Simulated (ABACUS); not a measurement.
The system is Sc.

```
CELL_PARAMETERS angstrom
-1.91721 1.91721 1.71760
1.91721 -1.91721 1.71760
1.91721 1.91721 -1.71760
ATOMIC_POSITIONS crystal
Sc 0.00000 0.00000 0.00000
```

This isn't the form of Sc at room conditions, which is hcp.

- Program: ABACUS 3.10.1
- Task: single point
- Functional: PBE
- Potentials or basis: PseudoDojo NC SR 0.4.1 PBE standard
- Cutoff: 1361 eV
- Density cutoff: 5442 eV
- Basis: DZP LCAO (the cutoffs set its grid)
- k mesh: 10 × 10 × 10
- Occupations: fermi-dirac, width 0.05 eV
- Spin: no spin polarisation

On this cell: pressure -0.6 GPa; band gap on the k mesh none (metal or under the smearing width).

The same run follows on a disturbed copy (cell strained at random at fixed volume):

```xyz
1
Lattice="-2.0017 1.9652 1.8153 1.9171 -1.8943 1.6417 1.9375 1.8301 -1.7361" Properties=species:S:1:pos:R:3 pbc="T T T"
Sc   -0.0071   -0.0146    0.0243
```

Task: What changes?

Result: The energy (extrapolated to zero smearing) moves by +10.5 meV/atom; pressure -0.6 GPa; band gap on the k mesh none (metal or under the smearing width).

Stress tensor (GPa, compression positive):
```
-0.71  1.14  1.44
 1.14 -1.27 -1.16
 1.44 -1.16  0.04
```

Caveats: the atomic orbitals were generated for these runs and aren't a published set; the basis of atomic orbitals isn't converged, which shifts pressures, moduli and gaps.
